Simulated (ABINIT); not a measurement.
# AlN (P6_3mc): one start, several treatments of the self-energy, part 2 of 2

Aim: compare treatments of exchange, screening and correlation for the gap of AlN (P6_3mc).

ABINIT 10.8.3; PBE and many-body steps on it, plane waves. Known limits of the many-body steps: not at the basis limit.

So far. Step 6 (G0W0, von der Linden-Horsch plasmon pole): Against G0W0 in ABINIT (6×6×4 mesh, 182 bands, screening to 228.6 eV, Godby-Needs plasmon pole), the gap moves by +0.094 eV. Step 7 (G0W0, Engel-Farid plasmon pole): Against G0W0 in ABINIT (6×6×4 mesh, 182 bands, screening to 228.6 eV, Godby-Needs plasmon pole), the gap moves by +0.116 eV.

The database entry behind the starting cell differs from later determinations by our own check (inner coordinate u about 0.002 short), so it need not match the best structure at ambient conditions.

### 8. One-shot Hartree-Fock

This step: one-shot Hartree-Fock on PBE, plane waves, norm-conserving pseudopotentials.

Contents of run.abi:

```
acell 3*1.0 Angstrom
rprim 
  3.113000000011 -0.000000000003 0.000000000000
  -1.556500000003 2.695937081992 0.000000000000
  0.000000000000 0.000000000000 4.981000000000
ntypat 2
znucl 13 7
natom 4
typat 1 1 2 2
xred 
  0.333333333333 0.666666666667 0.000000000000
  0.666666666667 0.333333333333 0.500000000000
  0.333333333333 0.666666666667 0.380000000000
  0.666666666667 0.333333333333 0.880000000000
pp_dirpath "pseudos"
pseudos "Al.upf, N.upf"
ecut 36
ngkpt 6 6 4
nshiftk 1
shiftk 0 0 0
kptopt 1
chksymbreak 0
istwfk *1
occopt 1
irdwfk 1
optdriver 4
nband 12
gwcalctyp 5
ecutsigx 36
symsigma 1
nkptgw 1
kptgw 
  0.0000000000 0.0000000000 0.0000000000
bdgw 
  6 10
ixc_sigma 40
fftgw 31
indata_prefix "in"
outdata_prefix "out"
tmpdata_prefix "tmp"
```

Run with:

```bash
> OMP_NUM_THREADS=1 mpirun -n 6 abinit run.abi > log
```

The program printed:

```text
.Version 10.8.3 of ABINIT. v10.8.2 released Aug 2026.

 Symmetries : space group P6_3 m c (#186); Bravais hP (primitive hexag.)
[... echo of the input left out ...]
== DATASET  1 ==================================================================
-   mpi_nproc: 6, omp_nthreads: 1 (-1 if OMP is not activated)

--- !DatasetInfo
iteration_state: {dtset: 1, }
dimensions: {natom: 4, nkpt: 21, mband: 12, nsppol: 1, nspinor: 1, nspden: 1, mpw: 2934, }
cutoff_energies: {ecut:  36.0, pawecutdg:  -1.0, }
[...]
8   5.314 -17.078 -21.024   0.000   1.000   0.000 -21.024  -3.946   1.368
        9   9.535 -12.527  -8.048   0.000   1.000   0.000  -8.048   4.479  14.014
       10  11.990 -10.836  -5.799   0.000   1.000   0.000  -5.799   5.037  17.027

== END DATASET(S) ==============================================================
================================================================================

 -outvars: echo values of variables after computation  --------
           etotal      0.0000000000E+00
            nband          12
             nkpt          21
          spgroup         186
 [... the other variables as echoed above ...]

 Calculation completed.
```

It took 3.6 s on 6 MPI ranks of Arm Neoverse N1, shared host; peak memory 0.56 GiB.

Numbers from this step:

```
quasiparticle gap on the points computed              : 12.65 eV
starting gap on the mesh                              : 4.220 eV
k of the valence top                                  : 0, 0, 0
k of the conduction bottom                            : 0, 0, 0
least direct quasiparticle gap on the computed points : 12.65 eV
```

Against G0W0 in ABINIT (6×6×4 mesh, 182 bands, screening to 228.6 eV, Godby-Needs plasmon pole), the gap moves by +7.032 eV.

### 9. Screening, 6×6×4 mesh, 182 bands, screening to 228.6 eV

This step: RPA screening on PBE, plane waves, norm-conserving pseudopotentials.

run.abi: that of step 8 with these lines changed.

```diff
@@ -25,14 +25,11 @@
 irdwfk 1
-optdriver 4
-nband 12
-gwcalctyp 5
-ecutsigx 36
-symsigma 1
-nkptgw 1
-kptgw 
-  0.0000000000 0.0000000000 0.0000000000
-bdgw 
-  6 10
-ixc_sigma 40
-fftgw 31
+optdriver 3
+nband 182
+ecuteps 8.4
+inclvkb 2
+awtr 1
+symchi 1
+gwcalctyp 1
+nfreqre 0
+nfreqim 16
 indata_prefix "in"
```

Run with:

```bash
> OMP_NUM_THREADS=1 mpirun -n 8 abinit run.abi > log
```

The program printed:

```text
.Version 10.8.3 of ABINIT. v10.8.2 released Aug 2026.

 Symmetries : space group P6_3 m c (#186); Bravais hP (primitive hexag.)
[... echo of the input left out ...]
== DATASET  1 ==================================================================
-   mpi_nproc: 8, omp_nthreads: 1 (-1 if OMP is not activated)

--- !DatasetInfo
iteration_state: {dtset: 1, }
dimensions: {natom: 4, nkpt: 21, mband: 182, nsppol: 1, nspinor: 1, nspden: 1, mpw: 2934, }
cutoff_energies: {ecut:  36.0, pawecutdg:  -1.0, }
electrons: {nelect:   1.60000000E+01, charge:   0.00000000E+00, occopt:   1.00000000E+00, tsmear:   1.00000000E-02, }

 SCREENING: Calculation of the susceptibility and dielectric matrices

 Based on a program developped by R.W. Godby, V. Olevano, G. Onida, and L. Reining.
 Incorporated in ABINIT by V. Olevano, G.-M. Rignanese, and M. Torrent.
.Using double precision arithmetic ; gwpc =  8

[... cell and pseudopotentials left out ...]
--------------------------------------------------------------------------------

 ==== K-mesh for the wavefunctions ====
 Number of points in the irreducible wedge :    21
[... list of points left out ...]
 Together with 12 symmetry operations and time-reversal symmetry
 yields   144 points in the full Brillouin Zone.

 ==== Q-mesh for the screening function ====
 Number of points in the irreducible wedge :    21
[... list of points left out ...]
 Together with 12 symmetry operations and time-reversal symmetry
 yields   144 points in the full Brillouin Zone.

 setmesh: FFT mesh size selected  =    24x   24x   40
          total number of points  =        23040

 vcoul_init : cutoff-mode = AUXILIARY_FUNCTION
 q-points for optical limit:   1
     1)      0.000010    0.000020    0.000030

- screening: taking advantage of time-reversal symmetry
- Maximum band index for partially occupied states nbvw = 8
- Remaining bands to be divided among processors   nbcw = 174
- Number of bands treated by each node ~21

 Number of electrons calculated from density =   16.0000; Expected =   16.0000
 average of density, n =  0.056718
 r_s =    1.6146
 omega_plasma =   22.9728 [eV]

 calculating chi0 at frequencies [eV] :
  1    0.000000E+00    0.000000E+00
  2    0.000000E+00    5.107465E+03
  3    0.000000E+00    9.547064E+02
[...]
16    0.000000E+00    7.755887E-01
 17    0.000000E+00    1.449759E-01

--------------------------------------------------------------------------------
  q-point number  1        q = ( 0.000000, 0.000000, 0.000000) [r.l.u.]
--------------------------------------------------------------------------------
[... chi0 elements left out ...]
  [... further frequencies ...]

 No. of calculated frequencies >  15, stop printing
 For q-point:  0.000010 0.000020 0.000030
  dielectric constant =   4.2128
  dielectric constant without local fields =   4.6425

  Average fulfillment of the sum rule on Im[epsilon] for q-point    1 :     89.87  [%]
[... wings left out ...]
  q-point number  2        q = ( 0.166667, 0.000000, 0.000000) [r.l.u.]
--------------------------------------------------------------------------------
[... chi0 elements left out ...]
  [... further frequencies ...]

 No. of calculated frequencies >  15, stop printing
  Average fulfillment of the sum rule on Im[epsilon] for q-point    2 :     94.40  [%]

 [... 19 further q-points ...]
```

Run time: 28 min. Hardware: 8 MPI ranks; peak memory 2.9 GiB.

Numbers from this step:

* ε∞ with local fields, on this mesh, along the program's q direction: 4.213
* the same without local fields: 4.643
* plasma frequency: 22.97 eV
* plane waves in the screening matrix: 313

### 10. G0W0, analytic continuation

This step: G0W0 on PBE, plane waves, norm-conserving pseudopotentials.

run.abi: that of step 9 with these lines changed.

```diff
@@ -25,11 +25,17 @@
 irdwfk 1
-optdriver 3
+optdriver 4
 nband 182
+gwcalctyp 1
+ecutsigx 36
+symsigma 1
+nkptgw 1
+kptgw 
+  0.0000000000 0.0000000000 0.0000000000
+bdgw 
+  6 10
 ecuteps 8.4
-inclvkb 2
-awtr 1
-symchi 1
-gwcalctyp 1
-nfreqre 0
-nfreqim 16
+irdscr 1
+nomegasi 12
+omegasimax 25 eV
+gwmem 01
 indata_prefix "in"
```

The program printed:

```text
.Version 10.8.3 of ABINIT. v10.8.2 released Aug 2026.

 Symmetries : space group P6_3 m c (#186); Bravais hP (primitive hexag.)
[... echo of the input left out ...]
== DATASET  1 ==================================================================
-   mpi_nproc: 8, omp_nthreads: 1 (-1 if OMP is not activated)

--- !DatasetInfo
iteration_state: {dtset: 1, }
dimensions: {natom: 4, nkpt: 21, mband: 182, nsppol: 1, nspinor: 1, nspden: 1, mpw: 2934, }
cutoff_energies: {ecut:  36.0, pawecutdg:  -1.0, }
[...]
7  -2.290 -16.968 -20.992   2.775   0.775  -0.289 -17.924  -0.956  -3.246
[...]
10   4.565 -10.836  -5.799  -4.310   0.826  -0.210 -10.238   0.598   5.164
       10   0.000   0.000   0.000  -0.015  -0.005  -0.007  -0.016  -0.016  -0.016

== END DATASET(S) ==============================================================
================================================================================

 -outvars: echo values of variables after computation  --------
           etotal      0.0000000000E+00
            nband         182
             nkpt          21
          spgroup         186
 [... the other variables as echoed above ...]

 Calculation completed.
```

It took 21 s on 8 MPI ranks; peak memory 2.6 GiB; 2.8 min of CPU time.

Numbers from this step:

```
G0W0 gap on the points computed              : 5.628 eV
starting gap on the mesh                     : 4.220 eV
k of the valence top                         : 0, 0, 0
k of the conduction bottom                   : 0, 0, 0
least direct G0W0 gap on the computed points : 5.628 eV
```

Against G0W0 in ABINIT (6×6×4 mesh, 182 bands, screening to 228.6 eV, Godby-Needs plasmon pole), the gap moves by +0.014 eV.

### 11. The runs together

Times are wall times on the hardware named with each run, good to a factor of about two. A run's time includes the screening step that it read.

```
                                     run   mesh  bands  screening cutoff (eV)  DFT gap (eV)  gap on the mesh (eV)  direct (eV)  ε∞ used     time
          G0W0, Godby-Needs plasmon pole  6×6×4    182                  228.6         4.220                 5.614        5.614     4.21  6.4 min
      G0W0, Hybertsen-Louie plasmon pole  6×6×4    182                  228.6         4.220                 5.721        5.721     4.21  6.4 min
G0W0, von der Linden-Horsch plasmon pole  6×6×4    182                  228.6         4.220                 5.708        5.708     4.21  6.3 min
          G0W0, Engel-Farid plasmon pole  6×6×4    182                  228.6         4.220                 5.730        5.730     4.21  6.3 min
                   one-shot Hartree-Fock  6×6×4      -                      -         4.220                12.646       12.646        -    3.6 s
             G0W0, analytic continuation  6×6×4    182                  228.6         4.220                 5.628        5.628     4.21   28 min
```

### 12. What came out

- G0W0, Godby-Needs plasmon pole: 5.614 eV
- G0W0, Hybertsen-Louie plasmon pole: 5.721 eV
- G0W0, von der Linden-Horsch plasmon pole: 5.708 eV
- G0W0, Engel-Farid plasmon pole: 5.730 eV
- one-shot Hartree-Fock: 12.646 eV
- G0W0, analytic continuation: 5.628 eV
- known limits: not at the basis limit

What this shows: G0W0, Hybertsen-Louie plasmon pole: +0.107 eV against G0W0, Godby-Needs plasmon pole. G0W0, von der Linden-Horsch plasmon pole: +0.094 eV against G0W0, Godby-Needs plasmon pole. G0W0, Engel-Farid plasmon pole: +0.116 eV against G0W0, Godby-Needs plasmon pole. One-shot Hartree-Fock: +7.032 eV against G0W0, Godby-Needs plasmon pole. G0W0, analytic continuation: +0.014 eV against G0W0, Godby-Needs plasmon pole. Bare exchange alone opens the gap to 12.65 eV; against G0W0, correlation takes back 7.03 eV. Bands and cutoff are finite, so the gap is not at the basis limit. The miss can reach some tenths of an eV and take either sign; the mesh is an error of its own. In the G0W0 runs levels were corrected at 1 k point alone, so a gap called «on the mesh» is the least over those, and an edge elsewhere would be missed.

[Paths, hosts, dates, memory and timing lines, banners, echoed tables and standing remarks are left out of the program output.]

[Logs are printed without paths, hosts, clocks, repeated set-up lines and the standing remarks that a program may print on its own settings, such as how far it seeks lower states.]

[Runs of the session that timed out or met a known fault of the program may be left out.]

[Hosts, paths, dates, database ids (printed as entryN), source tags and the programs' standing remarks are cut or masked in the printed files.]

[G0W0 gaps are taken among the corrected bands and points alone; a level outside them can change the order at an edge.]

[Where Ansatz stands beside ABINIT at settings called matched, ABINIT's density can come from a denser mesh and the files from another edition; pairs whose starting gaps differed by over 0.03 eV were left out, so agreement reads better than it is.]
